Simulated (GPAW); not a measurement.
# GaN (F-43m) in GPAW: a series of runs

Aim: see how the results for GaN move with the level of theory and the settings. Levels: r2SCAN, SCAN0, revPBE, WC, LDA. Tasks: one-shot levels on a semilocal density, hybrid scf, equation of state, band structure.

All numbers are computed with GPAW 26.7.0; they aren't measurements. Logs are shortened: lines on timing, memory, paths and dates and some standing lists are left out, and cuts for length are marked. The log counts tension as positive stress, the text compression.

**Measured values to compare with.**

A printed reference work, textbook reports, for a bulk crystal of GaN at 0 K: band gap 3.299 eV (direct).

The runs below are set against these values where they give the same quantity.

## (1) The structure

It takes space group F-43m (No. 216, cubic). Conventional cell: a = 4.507 Å, b = 4.507 Å, c = 4.507 Å, α = 90.00°, β = 90.00°, γ = 90.00°. Ga (site symmetry -43m) is surrounded by 4 N at 1.95 Å. Around N (site symmetry -43m) lie 4 Ga at 1.95 Å.

The cell is a database's computed one.

## (2) One-shot levels on a semilocal density, r2SCAN

run.py

```python
import numpy as np
from ase.dft.bandgap import bandgap
from ase.io import write
from ase.spacegroup import crystal
from ase.units import Ha
from gpaw import GPAW, PW
from gpaw.hybrids.energy import non_self_consistent_energy
from gpaw.new.pw.nschse import non_self_consistent_matrix_elements

# Ga 4a
# N 4d
atoms = crystal(['Ga', 'N'],
                basis=[[0.0, 0.0, 0.0],
                       [0.25, 0.25, 0.75]],
                spacegroup=216, setting=1,  # F-43m
                cellpar=[4.50700122, 4.50700122, 4.50700122, 90.0, 90.0, 90.0],
                primitive_cell=True)

calc = GPAW(mode=PW(650),
            xc='MGGA_X_R2SCAN+MGGA_C_R2SCAN',
            kpts={'size': (7, 7, 7), 'gamma': True},
            occupations={'name': 'fermi-dirac', 'width': 0.001},
            nbands=11,
            convergence={'density': 1e-06, 'bands': 9},
            maxiter=150,
            txt='gpaw.txt')
atoms.calc = calc
energy = atoms.get_potential_energy()
calc.write('gs.gpw')
write('result.traj', atoms)
print(f'Energy: {energy:.6f} eV')
print('Fermi level:', round(calc.get_fermi_level(), 4), 'eV')
print(f'Gap: {bandgap(calc)[0]:.4f} eV, direct: {bandgap(calc, direct=True)[0]:.4f} eV')

calc.write('wfs.gpw', mode='all')
eps = calc.eigenvalues()
free = calc.get_potential_energy(force_consistent=True)
semilocal_x = free + calc.get_xc_difference('MGGA_X_R2SCAN')  # without correlation
exact_x = non_self_consistent_energy(calc, 'EXX').sum()
h_x = non_self_consistent_matrix_elements(GPAW('wfs.gpw').dft, 'MGGA_X_R2SCAN')
h_exx = non_self_consistent_matrix_elements(GPAW('wfs.gpw').dft, 'EXX')
shift = np.einsum('sknn->skn', h_exx - h_x).real * Ha
np.savetxt('shift.dat', shift[..., :9].reshape((-1, 9)), fmt='%.4f')
occupied = eps < calc.get_fermi_level()
for name, a in {'r2SCAN0': 0.25, 'r2SCANh': 0.1, 'r2SCAN50': 0.5}.items():
    levels = (eps + a * shift)[..., :9]
    gap = levels[~occupied[..., :9]].min() - levels[occupied[..., :9]].max()
    print(f'{name}: share {a}, energy {free + a * (exact_x - semilocal_x):.6f} eV, gap {gap:.4f} eV')
```

Potentials or basis: GPAW PAW data sets (gpaw-data 1.2.1), pw.

Started as:

```console
$ OMP_NUM_THREADS=1 python run.py
```

gpaw.txt:

```text
__  _  _
 | _ |_)|_||  |
 |__||  | ||/\| - 26.7.0

Input parameters:
  mode=PW(ecut=650.0),
  convergence={'density': 1e-06, 'bands': 9},
  kpts=MonkhorstPack(size=(7, 7, 7), gamma=True),
  maxiter=150,
  nbands=11,
  occupations=Occupations(name='fermi-dirac', width=0.001),
  xc=XC(name='MGGA_X_R2SCAN+MGGA_C_R2SCAN')

Diagonalizing LCAO Hamiltonian
Converting LCAO to pw mode

                  N

       Ga

Atoms  # Å, Bohr magnetons
|   | symbol |        x |        y |        z |    initial magnetic moments |
|---|--------|----------|----------|----------|-----------------------------|
| 0 |     Ga | 0.000000 | 0.000000 | 0.000000 | ( 0.0000,  0.0000,  0.0000) |
| 1 |      N | 3.380251 | 3.380251 | 3.380251 | ( 0.0000,  0.0000,  0.0000) |

Unit cell  # Å
| periodic |        x |        y |        z |  lengths |    angles |
|----------|----------|----------|----------|----------|-----------|
|      yes | 0.000000 | 2.253501 | 2.253501 | 3.186931 | 60.000000 |
|      yes | 2.253501 | 0.000000 | 2.253501 | 3.186931 | 60.000000 |
|      yes | 2.253501 | 2.253501 | 0.000000 | 3.186931 | 60.000000 |

Number of symmetries: 24
Symmetry operations  # r_c * U_cc + t_c -> r_c
|    | kind |            matrix            |
|----|------|------------------------------|
|  0 |  E   |  1, 0, 0,  0, 1, 0,  0, 0, 1 |
|  1 |  σ   |  1, 0, 0,  0, 0, 1,  0, 1, 0 |
|  2 |  σ   |  1, 0,-1,  0, 1,-1,  0, 0,-1 |
|  3 |  C3  |  1, 0,-1,  0, 0,-1,  0, 1,-1 |
|  4 |  C3  |  1,-1, 0,  0,-1, 1,  0,-1, 0 |
|  5 |  σ   |  1,-1, 0,  0,-1, 0,  0,-1, 1 |
|  6 |  σ   |  0, 1, 0,  1, 0, 0,  0, 0, 1 |
|  7 |  C3  |  0, 1, 0,  0, 0, 1,  1, 0, 0 |
|  8 |  C2  |  0, 1,-1,  1, 0,-1,  0, 0,-1 |
|  9 |  S4  |  0, 1,-1,  0, 0,-1,  1, 0,-1 |
| 10 |  C3  |  0, 0, 1,  1, 0, 0,  0, 1, 0 |
| 11 |  σ   |  0, 0, 1,  0, 1, 0,  1, 0, 0 |
| 12 |  S4  |  0, 0,-1,  1, 0,-1,  0, 1,-1 |
| 13 |  C3  |  0, 0,-1,  0, 1,-1,  1, 0,-1 |
| 14 |  S4  |  0,-1, 1,  1,-1, 0,  0,-1, 0 |
| 15 |  C2  |  0,-1, 1,  0,-1, 0,  1,-1, 0 |
| 16 |  C3  |  0,-1, 0,  1,-1, 0,  0,-1, 1 |
| 17 |  S4  |  0,-1, 0,  0,-1, 1,  1,-1, 0 |
| 18 |  S4  | -1, 1, 0, -1, 0, 1, -1, 0, 0 |
| 19 |  C3  | -1, 1, 0, -1, 0, 0, -1, 0, 1 |
| 20 |  C3  | -1, 0, 1, -1, 1, 0, -1, 0, 0 |
| 21 |  S4  | -1, 0, 1, -1, 0, 0, -1, 1, 0 |
| 22 |  σ   | -1, 0, 0, -1, 1, 0, -1, 0, 1 |
| 23 |  C2  | -1, 0, 0, -1, 0, 1, -1, 1, 0 |

BZ-sampling:
  Number of BZ points: 343
  Number of IBZ points: 20

  Monkhorst-Pack size: [7, 7, 7]
  Monkhorst-Pack shift: [0, 0, 0]

K-points  # in reciprocal-cell coordinates
|     |                                coordinates |     weight |
|-----|--------------------------------------------|------------|
|   0 | (  0.00000000,   0.00000000,   0.00000000) | 0.00291545 |
|   1 | (  0.14285714,   0.14285714,   0.00000000) | 0.01749271 |
|   2 | (  0.14285714,   0.14285714,   0.14285714) | 0.02332362 |
|   3 | (  0.28571429,   0.14285714,   0.14285714) | 0.03498542 |
|   4 | (  0.28571429,   0.28571429,   0.00000000) | 0.01749271 |
|   5 | (  0.28571429,   0.28571429,   0.14285714) | 0.06997085 |
|   6 | (  0.28571429,   0.28571429,   0.28571429) | 0.02332362 |
|   7 | (  0.42857143,  -0.28571429,  -0.28571429) | 0.03498542 |
|   8 | (  0.42857143,   0.28571429,  -0.42857143) | 0.13994169 |
|   9 | (  0.42857143,   0.28571429,  -0.28571429) | 0.06997085 |
| ... |                                            |            |
|  19 | (  0.42857143,   0.42857143,   0.42857143) | 0.02332362 |

Plane wave coefficients: 881
Cutoff: 650.0 eV

Spin-components: 1 (collinear spins)
Bands:           11
Projectors:      10
Spin-degeneracy: 2
Datatype:        complex128

Density:
  Valence electrons: 8.0
  Components: 1
  Grid points: [20 20 20]
  Charge: 0.0  # |e|

Potential:
  Grid points: [20 20 20]

species:
  Ga:
    name:    Gallium
    Z:       31.0
    valence: 3
    core:    28
    charge:  0.0  # [|e|]
    compensation charges:
      type: gauss
      rc: 0.37  # [Å]
      lmax: 2
    cutoffs:
      filter: 2.06  # [Å]
      core: 4.17  # [Å]
    projectors
    | kind |    occ | energy [eV] | rcut [Å] |
    |------|--------|-------------|----------|
    |   4s |  2.000 |      -8.945 |    1.164 |
    |   4p |  1.000 |      -2.580 |    1.164 |
    |    s |        |      18.266 |    1.164 |
    |    p |        |      24.631 |    1.164 |
    |    d |        |       0.000 |    1.164 |

    Using partial waves for Ga as LCAO basis

  N:
    name:    Nitrogen
    Z:       7.0
    valence: 5
    core:    2
    charge:  0.0  # [|e|]
    compensation charges:
      type: gauss
      rc: 0.18  # [Å]
      lmax: 2
    cutoffs:
      filter: 1.11  # [Å]
      core: 0.96  # [Å]
    projectors
    | kind |    occ | energy [eV] | rcut [Å] |
    |------|--------|-------------|----------|
    |   2s |  2.000 |     -18.583 |    0.603 |
    |   2p |  3.000 |      -7.089 |    0.529 |
    |    s |        |       8.629 |    0.603 |
    |    p |        |      20.123 |    0.529 |
    |    d |        |       0.000 |    0.577 |

    Using partial waves for N as LCAO basis

Reference energy: -54366.393033  # eV

eigensolver:
  PPCG
  Converge bands: 9
  niter=2

density mixing:
  MSR1-Mixer
  Pratt-step length: 0.05
  Maximum mixing coefficient: 0.75
  Old densities: 10
  SVD Regularization: 0.005
  Good broyden scale: 1.0
  Trust region scale: 1.0
  Backstep threshold: 4.0
  History deletion threshold: 6.0
  Fourier metric: weight=20.0, sigma=0.015

occupation numbers:
  Fermi-Dirac:
    width: 0.0010  # eV

poisson solver:
  ecut: 5200.0  # eV

xc functional:
  name: MGGA_X_R2SCAN+MGGA_C_R2SCAN with 2 nearest neighbor stencil

convergence criteria:
- Maximum integral of absolute [dens]ity change: 1e-06 electrons / valence electron
- Maximum [total energy] change in last 3 cyles: 0.0005 eV / valence electron
- Maximum integral of absolute [eigenst]ate change: 4e-08 eV^2 / valence electron
maximum number of iterations: 150

SCF iterations
|iter     | |      energy | eigst |  dens |
|---------|-|-------------|-------|-------|
|iter:   1| |  -23.899349 | +1.87 |       |
|iter:   2| |  -21.411942 | +0.47 | -0.59 |
|iter:   3| |  -20.523833 | -0.26 | -0.63 |
|iter:   4| |  -20.541644 | -1.71 | -1.29 |
|iter:   5| |  -20.547830 | -2.62 | -1.54 |
|iter:   6| |  -20.547733 | -4.62 | -2.59 |
|iter:   7| |  -20.547746c| -5.42 | -3.15 |
|iter:   8| |  -20.547746c| -7.34 | -4.17 |
|iter:   9| |  -20.547746c| -7.23 | -4.71 |
|iter:  10| |  -20.547746c| -8.48c| -5.95 |
|iter:  11| |  -20.547746c| -8.99c| -6.56c|

Converged in 11 steps
Energy contributions relative to reference atoms: (reference = -54366.393033)

Energy contributions:
  Kinetic:          30.475911
  Coulomb:         -26.196859
  Zero:              0.043843
  External:          0.000000
  Xc:              -24.870641
  Entropy:          -0.000000
  Spinorbit:         0.000000
  ----------------------------
  Free energy:     -20.547746
  Extrapolated:    -20.547746

dipole moment: (-10.172168, -10.172168, -10.172168)  # |e|*Ang

Fermi level: 6.496
Eigenvalues  # (at kpt = [0.000, 0.000, 0.000])
| band index |      eig [eV] | occ [0-2] |
|------------|---------------|-----------|
|          0 |       -10.570 |     2.000 |
|          1 |         6.090 |     2.000 |
|          2 |         6.090 |     2.000 |
|          3 |         6.090 |     2.000 |
|          4 |         8.373 |     0.000 |
|          5 |        17.181 |     0.000 |
|          6 |        17.181 |     0.000 |
|          7 |        17.181 |     0.000 |
|          8 |        24.747 |     0.000 |
|          9 |        25.073 |     0.000 |
|         10 |        25.312 |     0.000 |

Gap: 2.283 eV
Transition (v -> c):
  (s=0, k=0, n=3, [0.00, 0.00, 0.00]) -> (s=0, k=0, n=4, [0.00, 0.00, 0.00])
No difference between direct/indirect transitions
# Writing to gs.gpw (mode='')

# Writing to wfs.gpw (mode='all')
```

Wall time 4 min (1 thread of Arm Neoverse V1, shared host); peak memory 0.4 GiB.

Results:

| Item | Value |
| --- | --- |
| Free energy | -20.5477 eV |
| Band gap on the k mesh | 2.28 eV, direct |

Band gaps from one-shot exact exchange on these states (eV): r2scan0 3.96, r2scanh 2.95, r2scan50 5.64

Caveat: energy and the plain gap are those of the semilocal run; the hybrids' values are one shot on its orbitals and mesh.

(Part 1 of 4 ends here.)
